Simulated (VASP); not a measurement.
# Moving the share of exact exchange in KI

The structure is cubic, space group Fm-3m (No. 225). The conventional cell has a = 7.066 Å, b = 7.066 Å, c = 7.066 Å, α = 90.00°, β = 90.00°, γ = 90.00°. I (site symmetry m-3m) has 6 K at 3.53 Å as nearest neighbours. Around K (site symmetry m-3m) lie 6 I at 3.53 Å.

Kept alike: task single point; functional PBE0(alpha); k mesh 4 × 4 × 4; occupations fermi-dirac, width 0.05 eV; no spin polarisation. Program: VASP, PBE PAW files I, K_sv, 520 eV. The mesh is that of the run's cell of 2 atoms. No spin-orbit coupling.

| run | band gap (eV) |
| --- | --- |
| A | 5.306 |
| B | 5.992 |
| C | 5.648 |
| D | 4.966 |
| E | 6.687 |
| F | 7.390 |
| G | 4.629 |
| H | 4.294 |

Spin-orbit coupling, left out here, moves the band edges of heavy atoms and can close or invert small gaps. A gap read on the mesh alone can miss an edge between its points. All rows use potentials made for PBE. The mesh is thin for exact exchange.

Problem. The runs differ in the share of exact exchange alone: 0.05; 0.1; 0.15; 0.2; 0.25; 0.3; 0.4; 0.5. Which run is which?

Solution. Run A is 0.2; run B is 0.3; run C is 0.25; run D is 0.15; run E is 0.4; run F is 0.5; run G is 0.1; run H is 0.05. The band gap rises from 4.294 to 7.390 eV between 0.05 and 0.5. Exact exchange pulls filled levels down against empty ones, so the gap grows nearly in line with its share. The mean slope is +6.88 eV per unit of share. Measured: 6.32 eV (a printed reference work); nearest 0.3, 0.328 eV off. The runs are for a static lattice.
